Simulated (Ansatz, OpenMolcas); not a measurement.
**C2H2Cl2 (trans-1,2-dichloroethylene): from total energies to a heat of formation**

C2H2Cl2: 6 atoms, total charge 0, spin state singlet. As SMILES, `Cl/C=C/Cl`. The coordinates come from a PBE0-D4/def2-TZVP relaxation.

Total energies at PBE/def2-SVPD (OpenMolcas 26.06); the atoms run unrestricted:

| species | state | energy (Eh) |
| --- | --- | --- |
| C2H2Cl2 | singlet | -996.979865 |
| Cl | doublet | -459.806794 |
| C | triplet | -37.752188 |
| H | doublet | -0.498629 |

Harmonic wavenumbers at PBE0-D4/def2-TZVP, in cm⁻¹: 217, 239, 358, 812, 854, 873, 937, 1217, 1299, 1670, 3232, 3234.

Measured heats of formation of the gaseous atoms at 298.15 K, in kJ/mol: Cl 121.3, C 716.9, H 218.0. Spin-orbit lowering of the atoms at 298 K (mean of the ground term's levels less their thermal mean, from spectra), in kJ/mol: Cl 3.44, C 0.02. Take 1 Eh = 2625.50 kJ/mol, 1 cm⁻¹ = 0.0119627 kJ/mol, RT = 2.479 kJ/mol.

Task: Work out the heat of formation of the gas at 298 K.

Result: 
1. Electronic atomisation energy: 2 × (-459.806794) + 2 × (-37.752188) + 2 × (-0.498629) − (-996.979865) = 0.864643 Eh = 2270.1 kJ/mol.
2. Zero-point energy: half the sum of the wavenumbers, 7471 cm⁻¹ = 89.4 kJ/mol.
3. Thermal vibrational enthalpy, Σ hcν̃/(exp(hcν̃/kT) − 1): 4.4 kJ/mol. Translation, rotation and pV of a non-linear molecule: 4 RT = 9.9 kJ/mol.
4. The 6 free atoms carry 5/2 RT each: 37.2 kJ/mol.
5. Spin-orbit coupling lowers the free atoms by 2 × 3.44 + 2 × 0.02 = 6.9 kJ/mol.
6. Atomisation enthalpy at 298 K: 2270.1 − 6.9 − 89.4 − 4.4 − 9.9 + 37.2 = 2196.7 kJ/mol.
7. Sum of the atoms' heats of formation: 2112.4 kJ/mol. Heat of formation: 2112.4 − 2196.7 = -84.3 kJ/mol.

The tabulated value is +5.0 kJ/mol (CRC Handbook of Chemistry and Physics), so this level is off by -89.3 kJ/mol, or 4.2 % of the atomisation enthalpy. Gradient-corrected functionals often overbind somewhat. Anharmonicity and any spin-orbit splitting of the molecule are left out.
